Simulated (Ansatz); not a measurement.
# Orbital-resolved density of states of CdF2

```
CELL_PARAMETERS angstrom
3.55338 0.00000 0.00000
-1.77669 3.07731 0.00000
0.00000 0.00000 4.96595
ATOMIC_POSITIONS crystal
Cd 0.00000 0.00000 0.00000
F 0.33333 0.66667 0.20034
F 0.66667 0.33333 0.79966
```

Atom numbers follow the list: Cd1, F2, F3.

The structure comes from a relaxation in the same program, started in the CdI2 type, and has space group P-3m1. Whether it is a known phase or the ground state wasn't checked.

All numbers below come from DFT, PBE, all-electron LAPW, scalar-relativistic in Ansatz 0.2.0.

The runs use a Γ-centred 13×13×7 k mesh, Fermi–Dirac smearing of 0.05 eV, basis error target 0.5 meV/atom, no spin polarisation.

States per eV for one atom of each kind, in 0.4 eV bins named by their centres, from the valence-band top, projected on a minimal set of Löwdin-orthogonalised atomic shells; orbitals are real harmonics on the Cartesian axes, equal curves share a column, and empty bins are left out, as is all above 11.3 eV, near the top of the computed bands.

Cd1 4d:

```
# E all dz2 dxz=dyz dx2-y2=dxy
-5.3 5.27 0.17 1.06 1.48
-4.9 5.29 1.78 1.03 0.73
-4.5 11.84 2.76 2.35 2.19
-2.9 0.07 0.01 0.02 0.01
-2.5 0.31 0.06 0.08 0.04
-2.1 0.20 0.06 0.03 0.04
-1.7 0.36 0.07 0.07 0.07
-1.3 0.16 0.06 0.02 0.03
-0.9 0.08 0.01 0.03 0.01
-0.5 0.51 0.02 0.08 0.17
-0.1 0.82 0.01 0.21 0.19
```

F2 2p:

```
# E all pz px=py
-5.3 0.56 0.06 0.25
-4.9 0.39 0.14 0.13
-4.5 0.26 0.09 0.08
-2.9 0.45 0.01 0.22
-2.5 0.99 0.12 0.43
-2.1 1.34 0.38 0.48
-1.7 2.38 0.61 0.88
-1.3 1.92 0.57 0.67
-0.9 1.60 0.93 0.33
-0.5 2.27 1.59 0.34
-0.1 2.18 0.34 0.92
3.9 0.01 0.01 0.00
4.3 0.02 0.01 0.00
4.7 0.03 0.01 0.01
5.1 0.03 0.01 0.01
5.5 0.04 0.01 0.01
5.9 0.04 0.01 0.02
6.3 0.05 0.01 0.02
6.7 0.06 0.01 0.03
7.1 0.10 0.01 0.05
7.5 0.09 0.00 0.04
7.9 0.01 0.00 0.00
9.5 0.01 0.00 0.00
```

Cd1 5s:

```
# E all
-5.3 0.02
-4.9 0.03
-4.5 0.02
-2.9 0.22
-2.5 0.45
-2.1 0.12
-1.7 0.04
3.5 0.03
3.9 0.10
4.3 0.18
4.7 0.24
5.1 0.26
5.5 0.29
5.9 0.33
6.3 0.38
6.7 0.47
7.1 0.77
7.5 0.67
7.9 0.05
9.5 0.01
```
